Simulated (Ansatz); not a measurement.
A run of Ansatz 0.2.0 is set up as follows.

Contents of input.yaml:

```yaml
crystal:
  lattice:
    - [-2.0000686112, 2.0000686112, 5.1236788559]
    - [2.0000686112, -2.0000686112, 5.1236788559]
    - [2.0000686112, 2.0000686112, -5.1236788559]
  atoms:
    - { symbol: Sn, position: [0.0, 0.0, 0.0] }
    - { symbol: Sn, position: [0.75, 0.25, 0.5] }
    - { symbol: O, position: [0.54652259, 0.04652259, 0.5] }
    - { symbol: O, position: [0.20347741, 0.20347741, 0.0] }
    - { symbol: O, position: [0.95347741, 0.45347741, 0.5] }
    - { symbol: O, position: [0.79652259, 0.79652259, 0.0] }
hamiltonian:
  xc: rpbe
  pseudopotentials: { kind: paw }
kpoints:
  mp_grid: { grid: [9, 9, 9] }
  band_path:
    path:
      - [[0.0, 0.0, 0.0], [-0.5, 0.5, 0.0], [-0.5, 0.5, -0.0761896521], [-0.2880948261, 0.2880948261, -0.2880948261], [0.0, 0.0, 0.0], [0.5, 0.5, -0.5], [0.2880948261, 0.7119051739, -0.7119051739], [0.0, 0.5, -0.5], [-0.25, 0.75, -0.25], [0.0761896521, 0.9238103479, -0.5], [0.5, 0.5, -0.5]]
      - [[-0.5, 0.5, 0.0], [-0.25, 0.75, -0.25]]
    npoints: 14
scf:
  occupations: { method: fermi_dirac, width: 0.05 }
  n_extra_bands: 15
output:
  forces: true
  stress: true
  eigenvalues: true
  fatbands: false
```

Potentials or basis: Ansatz PAW.

Command:

```console
$ ansatz run input.yaml --threads 2 --pin off --max-ram 5632MiB --backend cpu --events-out ev --progress --plain --runs-dir out
```

Question: What does it give for the pressure?

Answer: 9.4 GPa.

Question: Predict the largest force.

Answer: 0.107 eV/Å.

Question: Predict the band gap on the k mesh.

Answer: 1.75 eV, indirect (least direct gap 2.13 eV).

Question: Predict the band gap along the path.

Answer: 1.75 eV, indirect (least direct gap 2.13 eV).

Forces in eV/Å, atoms in the order of the input:
```
Sn   0.000  0.000  0.000
Sn   0.000  0.000  0.000
O    0.000  0.000 -0.107
O    0.000  0.000  0.107
O    0.000  0.000  0.107
O    0.000  0.000 -0.107
```

Caveat: the pressure holds a Pulay correction of +0.7 GPa for the finite cutoff; spin-orbit coupling is left out, which moves the levels of the heavy elements; the PAW data sets come from PBE, with cores solved anew for the run's functional, which leaves a small shift of forces and pressure.
